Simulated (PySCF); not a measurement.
Compound: 1,3-cyclohexadiene, C₆H₈.
Cartesian coordinates in Å at the PBE0-D3(BJ)/def2-SVP level; atoms count from 1:
```
atom  x, y, z in Å
C1     1.3700    0.6838   -0.3171
C2     0.2060    1.3090   -0.5630
C3    -1.0925    0.5619   -0.4469
C4    -1.0239   -0.5360    0.6119
C5     0.2586   -1.3144    0.5272
C6     1.3851   -0.7175    0.1019
H7     2.3215    1.2061   -0.4495
H8     0.1945    2.3455   -0.9132
H9    -1.9251    1.2489   -0.2307
H10   -1.3206    0.1126   -1.4350
H11   -1.0866   -0.0837    1.6226
H12   -1.8961   -1.2024    0.5273
H13    0.2766   -2.3507    0.8778
H14    2.3326   -1.2632    0.0867
```

Computed, not measured: delta-SCF UKS SCAN, pcX-2 on the ionised atom, pcseg-1 elsewhere, spin-free X2C (PySCF). These are vertical core ionisation energies against the vacuum level, from separate self-consistent calculations with and without the core hole.

One binding energy is withheld.

| atom(s) | bonded to | level | binding energy (eV) |
| --- | --- | --- | --- |
| C1/C6 | C (double bond), C and H | C 1s | 290.14 |
| C2/C5 | C (double bond), C and H | C 1s | ? |
| C3/C4 | 2 C and 2 H | C 1s | 290.70 |

(1) Fill in C 1s for C2/C5.

Results:

(1) 289.85 eV (alkene CH carbon). The nearest listed C 1s value is that of C1/C6; the shift against it is -0.29 eV.

Lowest listed C 1s: C2/C5, bonded to C (double bond), C and H. Highest, 0.85 eV above it: C3/C4, bonded to 2 C and 2 H. The widest gap between neighbouring values is 0.56 eV, between 290.14 and 290.70 eV. Summing the Pauling electronegativity differences to the bonded atoms, each weighted by its formal bond order, gives -0.35 for the lowest site and -0.70 for the highest; the largest sum, -0.35, belongs to C1/C6, 0.56 eV below the top. The smallest sum, -0.70, belongs to C3/C4, 0.85 eV above the lowest.

Problem. What is the longest wavelength that can ionise C 1s of C2/C5 vertically?

Solution. λ = hc/E = 12398.42 eV Å / 289.85 eV = 42.775 Å.

Atoms equivalent by their bonding share one computed value, that of the first of them. The unrestricted hole states depart most from a pure doublet (⟨S²⟩ = 0.75; over 0.85 named) for C 1s of C1/C6 (0.89), which makes this value less certain. Isolated species at its PBE0-D3(BJ)/def2-SVP geometry (one conformer only).
